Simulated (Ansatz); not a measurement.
# Mg as a host for H

Theory: DFT PBE, scalar-relativistic, plane waves, PAW (Ansatz).

Settings: cutoff 420 eV, Γ-centred mesh 14×14×14 on the computed 1-atom cell, Gaussian smearing of 0.10 eV; no spin polarisation for the host; each changed cell takes a mesh and smearing chosen by its own gap and starts from the host's moments or customary ones, or runs without spin. Cells and atoms are relaxed to the nearest stationary point that keeps the symmetry of their start (forces under 0.02 to 0.04 eV/Å, stress under 0.1 to 0.2 GPa); energies are at zero smearing, without zero-point or thermal terms.

Relaxed host (gap on the mesh 0 eV):

```yaml
crystal:
  lattice:
    - [0.00000, 2.26263, 2.26263]
    - [2.26263, 0.00000, 2.26263]
    - [2.26263, 2.26263, 0.00000]
  atoms:
    - { symbol: Mg, position: [0.00000, 0.00000, 0.00000] }
```

Cases: (1) 1 H in a 1×1×1 repeat of the cell, at (0.500 0.500 0.500) in fractions of that repeat, 2.26 Å from the nearest atom of the relaxed host; (2) 2 H in a 1×1×1 repeat of the cell, at (0.250 0.250 0.250), (0.750 0.750 0.750) in fractions of that repeat, 1.96 Å from the nearest atom of the relaxed host; (3) 1 H in a 2×2×2 repeat of the cell, at (0.250 0.250 0.250) in fractions of that repeat, 2.26 Å from the nearest atom of the relaxed host; (4) 1 H in a 2×2×2 repeat of the cell, at (0.125 0.125 0.125) in fractions of that repeat, 1.96 Å from the nearest atom of the relaxed host.

Problem. Give the energy per H taken from half an H2 molecule (negative: uptake is favourable), the swelling and the final surroundings.

Solution.
```
case formula energy per H (eV)  ΔV (%) principal strains (%) nearest host atoms of the first H
   1      MgH               0.44    +1.6         +0.5 +0.5 +0.5                 6 (Mg) from 2.27 Å
   2     MgH2              -0.11   +16.3         +5.2 +5.2 +5.2                 4 (Mg) from 2.06 Å
   3     Mg8H               0.34     0.0            0.0 0.0 0.0                 6 (Mg) from 2.27 Å
   4     Mg8H               0.05    +1.6         +0.5 +0.5 +0.5                 4 (Mg) from 1.99 Å
```

Each ion keeps what symmetry its start has, so a lower place off a symmetric site can be missed, above all for H.

Relaxed structure of case 2, the lowest per ion:

```
Mg H
1.0
     0.00000    2.37964    2.37964
     2.37964    0.00000    2.37964
     2.37964    2.37964    0.00000
Mg H
1 2
Cartesian
  0.0000 0.0000 0.0000
  1.1898 1.1898 1.1898
  3.5695 3.5695 3.5695
```

This form of Mg, the host, isn't the element's usual structure.

Cost: 5 runs of about 1.2 core-minutes in all, on Arm Neoverse V2 (shared hosts).